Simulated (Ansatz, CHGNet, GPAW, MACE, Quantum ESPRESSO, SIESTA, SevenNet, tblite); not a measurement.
# SIESTA runs on AlN/GaN superlattice along [0001] (64 atoms)

Wanted: SIESTA inputs and outputs for AlN/GaN superlattice along [0001] (64 atoms), checked against a plane-wave reference.

Method: the method is named at each step, in SIESTA 5.4.2.

## Step 1: Starting point

The cell holds 64 atoms: 24 Al, 32 N and 8 Ga. Cell: a = 6.378 Å, b = 6.378 Å, c = 19.950 Å, α = 90.0°, β = 90.0°, γ = 120.0°. Wurtzite lattice with in-plane constant 3.189 Å; 3 periods of AlN and 1 of GaN along [0001], 2 x 2 in-plane cells; the two parts stretched along z by 0.9492 and 1.0; every coordinate displaced by a Gaussian of 0.02 Å. Then every atom was moved at random, 0.02 Å r.m.s. a Cartesian component. Regions: AlN, 48 atoms (24 Al and 24 N); GaN, 16 atoms (8 Ga and 8 N). The structure's axis is c.

The yardstick, on the same geometry:

| Property | Result |
| --- | --- |
| method | Kohn-Sham DFT, PBE, PAW, plane waves (Ansatz 0.2.0); cutoff 420 eV, Γ point, fermi-dirac smearing of 0.05 eV; PAW set soft_2 |
| r.m.s. force component | 0.9235 eV/Å |
| longest force | 5.011 eV/Å |
| pressure | 1.369 GPa |
| gap (highest filled to lowest empty level) | 2.522 eV |
| SCF cycles | 10 |
| time | 12 s on 4 threads of Arm Neoverse N1, shared host |
| CPU time | 43 s |

## Step 2: PBE, DZP, shift 0.01 Ry, mesh 500 Ry

Method: Kohn-Sham DFT, PBE, PseudoDojo 0.4.1 norm-conserving pseudopotentials (converted to PSML), numerical atomic orbitals (DZP), diagonalisation.

The .psml files are PseudoDojo norm-conserving potentials that we converted to this format, checked against plane waves on the same files for H, C, O, Si, Ge and Ca alone.

File input.fdf:

```
SystemLabel cell
NumberOfAtoms 64
NumberOfSpecies 3
%block ChemicalSpeciesLabel
  1 13 Al
  2 7 N
  3 31 Ga
%endblock ChemicalSpeciesLabel
LatticeConstant 1.0 Ang
%block LatticeVectors
  6.37800 0.00000 0.00000
  -3.18900 5.52351 0.00000
  0.00000 0.00000 19.94981
%endblock LatticeVectors
PAO.BasisSize DZP
PAO.EnergyShift 0.01 Ry
XC.Functional GGA
XC.Authors PBE
MeshCutoff 500 Ry
%block kgrid_Monkhorst_Pack
  1 0 0 0.0
  0 1 0 0.0
  0 0 1 0.0
%endblock kgrid_Monkhorst_Pack
SolutionMethod diagon
OccupationFunction FD
ElectronicTemperature 580 K
SCF.Mixer.Method Pulay
SCF.Mixer.Weight 0.05
SCF.Mixer.History 8
SCF.Mix Hamiltonian
MaxSCFIterations 300
SCF.DM.Tolerance 1e-04
SCF.H.Tolerance 1.0e-3 eV
WriteForces T
Write.HirshfeldPop T
Write.VoronoiPop T
Write.DM F
Write.H F
XML.Write F
AtomicCoordinatesFormat Fractional
%block AtomicCoordinatesAndAtomicSpecies
  0.99871 0.00201 0.00054 1
  0.16398 0.33772 0.03082 2
  0.16888 0.33161 0.12295 1
  0.99743 0.99625 0.15316 2
  0.00416 0.00401 0.24794 1
  0.16819 0.33212 0.27621 2
  0.15886 0.32775 0.36867 1
  0.99796 0.99402 0.39922 2
  0.00202 0.00039 0.49522 1
  0.16729 0.33062 0.52390 2
  0.15883 0.32859 0.61796 1
  0.00081 0.99426 0.64907 2
  0.00006 0.99758 0.74114 3
  0.16808 0.33703 0.77369 2
  0.17487 0.33729 0.87094 3
  0.99707 0.99781 0.90068 2
  0.98960 0.49568 0.99934 1
  0.16771 0.82851 0.02992 2
  0.16907 0.83517 0.12252 1
  0.00640 0.49687 0.15087 2
  0.00074 0.50339 0.24697 1
  0.16941 0.82886 0.27529 2
  0.16433 0.84113 0.36878 1
  0.99909 0.50087 0.39979 2
  0.99362 0.48994 0.49478 1
  0.17780 0.84122 0.52323 2
  0.15426 0.82264 0.61585 1
  0.00262 0.50842 0.65037 2
  0.00060 0.49805 0.73835 3
  0.16493 0.83000 0.77239 2
  0.17248 0.84192 0.87073 3
  0.00346 0.50053 0.90145 2
  0.50237 0.00662 0.99719 1
  0.66851 0.34035 0.02883 2
  0.66025 0.33330 0.12624 1
  0.49968 0.00002 0.15172 2
  0.49561 0.99757 0.24615 1
  0.66555 0.33251 0.27604 2
  0.66177 0.33826 0.37110 1
  0.49336 0.00221 0.39965 2
  0.50046 0.00111 0.49064 1
  0.66920 0.33164 0.52331 2
  0.66167 0.32972 0.61856 1
  0.49356 0.99534 0.64558 2
  0.50312 0.00279 0.74086 3
  0.67294 0.33306 0.77341 2
  0.66466 0.32983 0.86939 3
  0.50952 0.00533 0.90171 2
  0.50293 0.49969 0.99866 1
  0.66093 0.82909 0.03153 2
  0.65676 0.83036 0.12026 1
  0.50351 0.50702 0.15004 2
  0.50923 0.50681 0.24797 1
  0.66068 0.83414 0.27569 2
  0.66852 0.83290 0.36839 1
  0.49944 0.49366 0.40038 2
[... 4 atom lines left out ...]
  0.49939 0.50865 0.74080 3
  0.67120 0.83367 0.77017 2
  0.66407 0.83467 0.87180 3
  0.51247 0.51335 0.90079 2
%endblock AtomicCoordinatesAndAtomicSpecies
```

Launch:

```
$ OMP_NUM_THREADS=1 mpirun -np 2 siesta < input.fdf > output.txt
```

Log:

```text
Version         : 5.4.2
reinit: System Name:
reinit: System Label: cell
initatom: Reading input for the pseudopotentials and atomic orbitals ----------
Species number:   1 Atomic number:   13 Label: Al
Species number:   2 Atomic number:    7 Label: N
Species number:   3 Atomic number:   31 Label: Ga
Ground state valence configuration (from tables):   3s02  3p01  3d00  4f00
Ground state valence configuration (from tables):   2s02  2p03  3d00  4f00
Ground state valence configuration (from tables):   4s02  4p01  4d00  4f00
---- Processing specs for species: Al
GGA--PBE XC_GGA_X_PBE--XC_GGA_C_PBE pb
---- Processing specs for species: N
GGA--PBE XC_GGA_X_PBE--XC_GGA_C_PBE pb
---- Processing specs for species: Ga
GGA--PBE XC_GGA_X_PBE--XC_GGA_C_PBE pb
Semicore shell(s) with 10 electrons included in the valence for Ga
Semicore shell(s): 3d
Fallback to non-perturbative polarization scheme for Ga
Please see the manual if this is not desired in principle
Al pseudopotential only contains V_ls up to l=2 -- lmxkb reset.
N pseudopotential only contains V_ls up to l=1 -- lmxkb reset.
Ga pseudopotential only contains V_ls up to l=2 -- lmxkb reset.
Using PAO.SplitTailNorm
%block ChemicalSpeciesLabel
    1   13 Al                      # Species index, atomic number, species label
    2    7 N                       # Species index, atomic number, species label
    3   31 Ga                      # Species index, atomic number, species label
%endblock ChemicalSpeciesLabel
%block PAO.Basis                 # Define Basis set
Al                    2                    # Species label, number of l-shells
 n=3   0   2                         # n, l, Nzeta
   6.130      4.449
   1.000      1.000
 n=3   1   2 P   1                   # n, l, Nzeta, Polarization, NzetaPol
   7.969      5.883
[...]
N                     2                    # Species label, number of l-shells
 n=2   0   2                         # n, l, Nzeta
[...]
n=2   1   2 P   1                   # n, l, Nzeta, Polarization, NzetaPol
[...]
Ga                    4                    # Species label, number of l-shells
 n=4   0   2                         # n, l, Nzeta
[...]
n=4   1   2                         # n, l, Nzeta
   7.969      5.866
   1.000      1.000
 n=3   2   1                         # n, l, Nzeta
   3.094
   1.000
 n=4   2   1                         # n, l, Nzeta
   7.969
   1.000
%endblock PAO.Basis
coor:   Atomic-coordinates input format  =     Fractional
siesta: System type = bulk
initatomlists: Number of atoms, orbitals, and projectors:     64   872   832
siesta: ******************** Simulation parameters ****************************
Total number of electrons:   336.000000
Total ionic charge:   336.000000
 Kpoints in:            1 . Kpoints trimmed:            1
siesta: k-grid: Number of k-points = 1
siesta: k-points from Monkhorst-Pack grid
siesta: k-cutoff (effective) =     3.189 Ang
siesta: k-point supercell and displacements
siesta: k-grid:     1     0     0      0.000
siesta: k-grid:     0     1     0      0.000
siesta: k-grid:     0     0     1      0.000
                     ====================================
                        Single-point calculation
                     ====================================
outcell: Unit cell vectors (Ang):
        6.378000    0.000000    0.000000
       -3.189000    5.523510    0.000000
        0.000000    0.000000   19.949810
outcell: Cell vector modules (Ang)   :    6.378000    6.378000   19.949810
outcell: Cell angles (23,13,12) (deg):     90.0000     90.0000    120.0000
outcell: Cell volume (Ang**3)        :    702.8108
Gamma-point calculation with interaction between periodic images
Gamma-point calculation with interaction between periodic images
Some features might not work optimally:
Some features might not work optimally:
e.g. DM initialization from atomic data
e.g. DM initialization from atomic data
new_DM -- step:     1
Initializing Density Matrix...
Attempting to read DM from file... Failed...
DM filled with atomic data:
InitMesh: MESH = 80 x 80 x 270 = 1728000
InitMesh: Mesh cutoff (required, used) =   500.000   506.235 Ry
stepf: Fermi-Dirac step function
        iscf     Eharris(eV)        E_KS(eV)     FreeEng(eV)     dDmax    Ef(eV) dHmax(eV)
   scf:    1   -26910.576378   -27150.332960   -27150.332960  1.752295 -6.192074 10.420824
   scf:    2   -27186.198685   -27168.664424   -27168.664424  0.028295 -6.014799  9.019994
   scf:    3   -27245.444362   -27225.429046   -27225.429046  0.186199 -4.556590  1.206660
[...]
scf:   16   -27225.714985   -27225.714985   -27225.714985  0.000012 -4.529391  0.001194
   scf:   17   -27225.714986   -27225.714986   -27225.714986  0.000040 -4.529314  0.000473
SCF Convergence by DM+H criterion
max |DM_out - DM_in|         :     0.0000404052
max |H_out - H_in|      (eV) :     0.0004729915
SCF cycle converged after 17 iterations
Using DM_out to compute the final energy and forces
siesta: E_KS(eV) =           -27225.7150
siesta: E_KS - E_eggbox =    -27225.7150
siesta: Atomic forces (eV/Ang):
     1    0.197112   -0.188273   -0.073838
     2    0.500124   -0.611365   -1.756302
     3   -0.276564   -0.122108    1.003533
[...]
63    0.798611    0.496162   -1.340137
    64   -0.273022   -1.492862    1.445748
----------------------------------------
   Tot    0.002260   -0.001782   -0.013748
----------------------------------------
   Max    5.085149
   Res    0.974739    sqrt( Sum f_i^2 / 3N )
----------------------------------------
   Max    5.085149    constrained
Stress tensor Voigt[x,y,z,yz,xz,xy] (kbar):      -16.37      -19.86      -49.84       -0.47        6.34        2.80
(Free)E + p*V (eV/cell)   -27213.1297
Target enthalpy (eV/cell)   -27225.7150
siesta: Program's energy decomposition (eV):
siesta: Ebs     =     -4645.592675
siesta: Eions   =     35928.147199
siesta: Ena     =      5083.280332
siesta: Ekin    =     20616.410490
siesta: Enl     =     -8988.125576
siesta: DEna    =       -35.936916
siesta: DUscf   =        33.353256
siesta: Ex      =     -7475.994440
siesta: Ec      =      -530.554932
siesta: Exc     =     -8006.549372
siesta: Eharris =    -27225.714986
siesta: Etot    =    -27225.714986
siesta: FreeEng =    -27225.714986
siesta: Final energy (eV):
siesta:  Band Struct. =   -4645.592675
siesta:       Kinetic =   20616.410490
siesta:       Hartree =   21778.828992
siesta:         Exch. =   -7475.994440
siesta:         Corr. =    -530.554932
siesta:   Exch.-corr. =   -8006.549372
siesta:  Ion-electron =  -62118.493113
siesta:       Ion-ion =     504.088018
siesta:         Total =  -27225.714986
siesta:         Fermi =      -4.529314
siesta: Stress tensor (static) (eV/Ang**3):
siesta:    -0.010218    0.001750    0.003958
siesta:     0.001750   -0.012397   -0.000294
siesta:     0.003958   -0.000294   -0.031107
siesta: Cell volume =        702.810795 Ang**3
siesta: Pressure (static):
siesta:                Solid            Molecule  Units
siesta:           0.00019503         -0.00040262  Ry/Bohr**3
siesta:           0.01790714         -0.03696693  eV/Ang**3
siesta:          28.69040168        -59.22754473  kBar
    Orbital volume contribution        =          46.037207 eV
    (Free)E + p_basis*V_orbitals       =      -27179.677778 eV
    (Free)Eharris+ p_basis*V_orbitals  =      -27179.677778 eV
Hirshfeld Atomic Populations:
Atom #   charge [q] valence [e]  Species
     1     0.328713    2.671287  Al
     2    -0.343339    5.343339  N
     3     0.326436    2.673564  Al
     4    -0.341489    5.341489  N
     5     0.342528    2.657472  Al
     6    -0.340270    5.340270  N
[...]
13     0.382798   12.617202  Ga
[...]
15     0.377871   12.622129  Ga
[...]
29     0.384436   12.615564  Ga
[...]
--------------------
 Total     0.000011
Voronoi Atomic Populations:
Atom #   charge [q] valence [e]  Species
[...]
57     0.438105    2.561895  Al
[...]
59     0.413399    2.586601  Al
[...]
61     0.463479   12.536521  Ga
    62    -0.455711    5.455711  N
    63     0.476619   12.523381  Ga
    64    -0.448569    5.448569  N
--------------------
 Total     0.000011
```

Run time: 12 min. Hardware: 2 MPI ranks of Arm Neoverse N1, shared host; peak memory 2.2 GiB; 23 min of CPU time.

Banners, paths, timers and routine set-up lines are dropped from the logs unmarked, and long logs keep their key lines alone; longer cuts are marked.

Against the reference:

| Property | Result |
| --- | --- |
| r.m.s. force component | 0.9747 eV/Å |
| r.m.s. difference of force components | 57.86 meV/Å |
| longest difference of force vectors | 247.2 meV/Å |
| force difference over r.m.s. force | 6.265 % |
| slope of forces against the reference's | 1.055 |
| correlation of force components | 0.9996 |
| gap (highest filled to lowest empty level) | 2.612 eV |
| gap difference | 0.0904 eV |
| pressure | 2.869 GPa |
| pressure difference | 1.5 GPa |

Length of the force difference by element (eV/Å):

| element | atoms | mean | most |
| --- | --- | --- | --- |
| Al | 24 | 0.086 | 0.17 |
| Ga | 8 | 0.092 | 0.18 |
| N | 32 | 0.092 | 0.25 |

Levels nearest the highest filled one (eV from it): -1.40, -1.37, -1.21, -1.16, -1.16, -1.03, -1.02, -0.58, -0.55, -0.46, -0.04, 0.00, 2.61, 3.52, 3.59, 3.67, 3.72, 3.79, 3.86, 3.93, 3.97, 4.04, 4.08, 4.10.

A closer look about Ga31, one of the 8 Ga atoms: 9 atoms, nearest first, numbered in the order of the input, with positions taken from that point.

| atom | x | y | z | distance (Å) | bonds | Hirshfeld charge (e) | Fx | Fy | Fz (eV/Å) |
| --- | --- | --- | --- | --- | --- | --- | --- | --- | --- |
| Ga31 | 0.00 | 0.00 | 0.00 | 0.00 | 4 | 0.38 | -0.13 | -1.10 | -0.27 |
| N16 | -1.62 | 0.86 | 0.60 | 1.93 | 4 | -0.36 | 0.36 | 0.64 | 1.58 |
| N48 | 1.63 | 0.90 | 0.62 | 1.96 | 4 | -0.35 | -0.98 | -0.13 | 1.15 |
| N30 | -0.01 | -0.07 | -1.96 | 1.96 | 4 | -0.37 | 0.34 | 0.44 | 0.21 |
| N32 | 0.01 | -1.89 | 0.61 | 1.98 | 4 | -0.37 | -0.17 | 0.13 | 1.19 |
| Al33 | 1.58 | 0.91 | 2.52 | 3.11 | 4 | 0.33 | -0.04 | -0.57 | 0.95 |
| Ga47 | 1.58 | 2.69 | -0.03 | 3.13 | 4 | 0.38 | 0.74 | 1.20 | -0.04 |
| Ga15 | -1.56 | 2.74 | 0.00 | 3.15 | 4 | 0.38 | -0.67 | -0.01 | -0.02 |
| Ga13 | -1.60 | 0.86 | -2.59 | 3.16 | 4 | 0.38 | 0.36 | 0.40 | 2.06 |

Forces lie 6.3 % from the reference's, at 32 times its CPU time (on 2 against 4 cores).

## Step 3: PBE, SZ, shift 0.01 Ry, mesh 500 Ry

Method: Kohn-Sham DFT, PBE, PseudoDojo 0.4.1 norm-conserving pseudopotentials (converted to PSML), numerical atomic orbitals (SZ), diagonalisation.

input.fdf: that of step 2 with these lines changed.

```diff
@@ -14,3 +14,3 @@
 %endblock LatticeVectors
-PAO.BasisSize DZP
+PAO.BasisSize SZ
 PAO.EnergyShift 0.01 Ry
```

Launch:

```
$ OMP_NUM_THREADS=1 siesta < input.fdf > output.txt
```

Log:

```text
Version         : 5.4.2
reinit: System Name:
reinit: System Label: cell
initatom: Reading input for the pseudopotentials and atomic orbitals ----------
Species number:   1 Atomic number:   13 Label: Al
Species number:   2 Atomic number:    7 Label: N
Species number:   3 Atomic number:   31 Label: Ga
Ground state valence configuration (from tables):   3s02  3p01  3d00  4f00
Ground state valence configuration (from tables):   2s02  2p03  3d00  4f00
Ground state valence configuration (from tables):   4s02  4p01  4d00  4f00
---- Processing specs for species: Al
GGA--PBE XC_GGA_X_PBE--XC_GGA_C_PBE pb
---- Processing specs for species: N
GGA--PBE XC_GGA_X_PBE--XC_GGA_C_PBE pb
---- Processing specs for species: Ga
GGA--PBE XC_GGA_X_PBE--XC_GGA_C_PBE pb
[... lines left out ...]
Total number of electrons:   336.000000
[... lines left out ...]
stepf: Fermi-Dirac step function
        iscf     Eharris(eV)        E_KS(eV)     FreeEng(eV)     dDmax    Ef(eV) dHmax(eV)
[... lines left out ...]
SCF Convergence by DM+H criterion
[... lines left out ...]
SCF cycle converged after 14 iterations
[... lines left out ...]
   Max    5.125349
[... lines left out ...]
   Max    5.125349    constrained
Stress tensor Voigt[x,y,z,yz,xz,xy] (kbar):     -135.42     -139.69     -235.55       -0.71        9.62        4.83
[... lines left out ...]
siesta: FreeEng =    -27179.028919
siesta: Final energy (eV):
siesta:  Band Struct. =   -4389.193923
siesta:       Kinetic =   21018.952713
siesta:       Hartree =   21995.927671
siesta:         Exch. =   -7525.608991
siesta:         Corr. =    -530.648033
siesta:   Exch.-corr. =   -8056.257025
siesta:  Ion-electron =  -62641.740296
siesta:       Ion-ion =     504.088018
siesta:         Total =  -27179.028919
siesta:         Fermi =      -3.823698
siesta: Stress tensor (static) (eV/Ang**3):
siesta:    -0.084524    0.003014    0.006004
siesta:     0.003014   -0.087188   -0.000445
siesta:     0.006004   -0.000446   -0.147016
siesta: Cell volume =        702.810795 Ang**3
siesta: Pressure (static):
siesta:                Solid            Molecule  Units
siesta:           0.00115713          0.00058466  Ry/Bohr**3
siesta:           0.10624286          0.05368123  eV/Ang**3
siesta:         170.21982055         86.00680937  kBar
    Orbital volume contribution        =          22.433070 eV
    (Free)E + p_basis*V_orbitals       =      -27156.595848 eV
    (Free)Eharris+ p_basis*V_orbitals  =      -27156.595848 eV
Hirshfeld Atomic Populations:
Atom #   charge [q] valence [e]  Species
     1     0.346278    2.653722  Al
     2    -0.355745    5.355745  N
     3     0.346337    2.653663  Al
     4    -0.359528    5.359528  N
     5     0.355921    2.644079  Al
     6    -0.354733    5.354733  N
[...]
13     0.361920   12.638080  Ga
[...]
15     0.362288   12.637712  Ga
[...]
29     0.363154   12.636846  Ga
[...]
--------------------
 Total     0.000010
Voronoi Atomic Populations:
Atom #   charge [q] valence [e]  Species
[...]
57     0.429716    2.570284  Al
[...]
59     0.407958    2.592042  Al
[...]
61     0.427539   12.572461  Ga
    62    -0.435530    5.435530  N
    63     0.449667   12.550333  Ga
    64    -0.427150    5.427150  N
--------------------
 Total     0.000010
```

Elapsed: 3.8 min, on 1 thread; peak memory 0.88 GiB.

Numbers from this run, and their distance from the reference:

- r.m.s. force component: 1.073 eV/Å
- r.m.s. difference of force components: 231.5 meV/Å
- longest difference of force vectors: 873.1 meV/Å
- force difference over r.m.s. force: 25.06 %
- slope of forces against the reference's: 1.144
- correlation of force components: 0.9843
- gap (highest filled to lowest empty level): 2.363 eV
- gap difference: -0.1593 eV
- pressure: 17.02 GPa
- pressure difference: 15.65 GPa

This is a coarse setting, run to see what it loses.

Against the first run (6.3 %), the force difference from the reference is 25 %, at 0.16 times the CPU time (on 1 against 2 cores), with 296 basis functions against 872: the smaller basis costs accuracy.

## Step 4: All runs compared

Differences are against the plane-wave reference, forces as r.m.s. over components; share is that over the reference's r.m.s. force, slope the least-squares factor from reference forces to these. Total energies of different programs have different zeros and aren't compared.

| run | Δ force, r.m.s. (meV/Å) | share (%) | slope | Δ pressure (GPa) | Δ gap (eV) | cores | CPU time | memory (GiB) |
| --- | --- | --- | --- | --- | --- | --- | --- | --- |
| reference | - | - | - | - | - | 4 | 43 s | 0.86 |
| SIESTA PBE, DZP, shift 0.01 Ry, mesh 500 Ry | 57.9 | 6.26 | 1.055 | 1.50 | 0.0904 | 2 | 23 min | 2.2 |
| SIESTA PBE, SZ, shift 0.01 Ry, mesh 500 Ry (coarse) | 231 | 25.1 | 1.144 | 15.7 | -0.159 | 1 | 3.8 min | 0.88 |

Rows marked coarse were listed beforehand as settings not expected to be converged; some can still land near the reference.

CPU time is summed over cores on a shared host, where runs went side by side, so it is rough. Symmetry, cutoffs, thresholds, outputs and thread counts weren't matched or tuned between programs; memory under MPI is the largest rank's times the ranks.

## Step 5: Summary of results

| Item | Value |
| --- | --- |
| nearest in forces | SIESTA PBE, DZP, shift 0.01 Ry, mesh 500 Ry, 6.3 % |
| its CPU time | 23 min |

**Reading.** The PBE run in local orbitals, coarse settings apart, differs by 6.3 % (SIESTA PBE, DZP, shift 0.01 Ry, mesh 500 Ry); basis, grid and potentials can all enter. Runs with settings chosen to be coarse differ by 25 % (SIESTA PBE, SZ, shift 0.01 Ry, mesh 500 Ry), their programs' other errors included. None of the electronic-structure runs in the table takes under half the reference's CPU time of 43 s; they take 5.3 to 32 times as much. SIESTA PBE, SZ, shift 0.01 Ry, mesh 500 Ry stiffens the forces by a factor of 1.14 while following their directions (correlation 0.984); the slopes of the 2 SIESTA runs lie between 1.06 and 1.14. At the same functional, gaps differ from the reference's 2.52 eV by between -0.16 and +0.09 eV. These are spacings on the run's k-points, which needn't hold the band edges. In pressure, SIESTA PBE, SZ, shift 0.01 Ry, mesh 500 Ry misses by +15.7 GPa, at the same functional. The cell is under 6 Å thick along two periodic directions, so every atom has periodic images of itself close by, which move with it and show among its neighbours and in g(r). The host structure and its lattice constant were typed by rule, without a check against the phase diagram. The electronic-structure runs sample only Γ, in a cell whose shortest periodic width is 6 Å.

[Also dropped from logs without a mark: logging warnings of Python, and SIESTA's first energy breakdown and zero terms.]

[Logs are printed without paths, hosts, clocks, repeated set-up lines and the standing remarks that a program may print on its own settings, such as how far it seeks lower states.]

[Hosts, paths, dates, database ids (printed as entryN), source tags and the programs' standing remarks are cut or masked in the printed files.]
